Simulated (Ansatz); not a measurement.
# InSe (R3m)

All numbers below come from DFT PBE+D3(BJ), scalar-relativistic, plane waves, PAW (Ansatz).

Settings: cutoff 420 eV, Γ-centred mesh 12×12×12 on the computed 4-atom cell, Gaussian smearing of 0.02 eV; no spin polarisation.

The structure is relaxed at this level of theory with its symmetry kept.

```
In Se
1.0
     2.01820    1.16521    8.30333
    -2.01820    1.16521    8.30333
     0.00000   -2.33041    8.30333
In Se
2 2
Cartesian
  0.0000 0.0000 0.0012
  0.0000 0.0000 2.7943
  0.0000 0.0000 15.3231
  0.0000 0.0000 20.6837
```

Problem. Kohn–Sham band gap?

Solution. 0.30 eV, direct at T.

Problem. Löwdin character of the top 1 eV of the valence band?

Solution. Se 4p 69 %, In 5p 20 %, In 5s 7 %.

Problem. Löwdin character of the lowest 1 eV of the conduction band?

Solution. Se 4p 31 %, In 5p 30 %, In 5s 28 %, Se 4s 8 %.

Problem. Electron masses at the edge by Cartesian direction of the computed cell, whose vectors are (2.018, 1.165, 8.303), (-2.018, 1.165, 8.303), (0.000, -2.330, 8.303) Å (m_e; degenerate bands sorted by energy; no spin-orbit coupling)?

Solution. x: 0.11; y: 0.11; z: 0.039.

Problem. Hole masses at the edge by Cartesian direction of the computed cell, whose vectors are (2.018, 1.165, 8.303), (-2.018, 1.165, 8.303), (0.000, -2.330, 8.303) Å (m_e; degenerate bands sorted by energy; no spin-orbit coupling)?

Solution. x: 4.6; y: 4.6; z: 0.038.

Problem. Bader charges (e)?

Solution. In (1 in the cell) 0.69, In (1 in the cell) 0.69, Se (1 in the cell) -0.69, Se (1 in the cell) -0.69.